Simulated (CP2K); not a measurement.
Crystal: BP.

```xyz
2
Lattice="3.2089 0.0000 0.0000 1.6044 2.7789 0.0000 1.6044 0.9263 2.6200" Properties=species:S:1:pos:R:3 pbc="T T T"
P     4.8133    2.7789    1.9650
B     0.0000    0.0000    0.0000
```

Base run:

```yaml
Program: CP2K 2026.2
Functional: PBEsol
Potentials_or_basis: POTENTIAL_UZH P GTH-PBE-q5, B GTH-PBE-q3; TZVP-MOLOPT-PBE-GTH basis
Density_cutoff: 9184 eV
k_mesh: 10 × 10 × 10
Occupations: fermi-dirac, width 0.05 eV
Spin: no spin polarisation
```

Its results: band gap on the k mesh 1.23 eV, indirect (least direct gap 3.40 eV); pressure -1.2 GPa.

Q: After a change of settings the same cell gave: band gap on the k mesh 1.49 eV, indirect (least direct gap 3.69 eV); pressure 0.8 GPa. Which change was it?
A. functional from PBEsol to LDA
B. functional from PBEsol to HLE16
C. functional from PBEsol to TPSS

A: C.

TPSS gives the wider gap, since meta-GGAs in the generalised Kohn-Sham scheme recover part of the derivative discontinuity.

Caveats: the potentials were made for another functional, which shifts forces and pressure; the basis of atomic orbitals isn't converged, which shifts pressures, moduli and gaps.
